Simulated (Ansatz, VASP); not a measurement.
# BaZrO3: VASP beside Ansatz

```
Ba Zr O
1.0
     4.20518    0.00000    0.00000
     0.00000    4.20518    0.00000
     0.00000    0.00000    4.20518
Ba Zr O
1 1 3
Direct
  0.00000 0.00000 0.00000
  0.50000 0.50000 0.50000
  0.00000 0.50000 0.50000
  0.50000 0.00000 0.50000
  0.50000 0.50000 0.00000
```

Alike in both runs: functional r2SCAN; k mesh 6 × 6 × 6; occupations gaussian, width 0.02 eV; no spin polarisation.

Ansatz relaxed the structure, and its values are those at the end. VASP's run is a single point on that final structure, the one shown.

|  | VASP | Ansatz |
| --- | --- | --- |
| version | VASP 6.6.1 | Ansatz 0.2.0 |
| potentials or method | VASP PAW PBE potentials, release 64 (Ba_sv, Zr_sv, O) | scalar-relativistic, plane waves, PAW |
| plane-wave cutoff (eV) | 520 | 500 |
| valence electrons in the cell | 40 | 40 |

Ansatz gave:

```
gap on the k mesh at the Fermi level (eV) : 3.73
least direct gap on the mesh (eV)         : 3.96
pressure (GPa)                            : 0.0
```

Estimate VASP's values.

gap on the k mesh at the Fermi level (eV): 3.68; least direct gap on the mesh (eV): 3.93; pressure (GPa): 1.0.

Caveats: the PAW data sets were made with another functional, which shifts forces and pressure a little (VASP); spin-orbit coupling is left out, which moves the levels of the heavy elements. A k mesh can miss the band edges. r2SCAN opens gaps a little over a GGA but as a rule still falls short of measured ones.
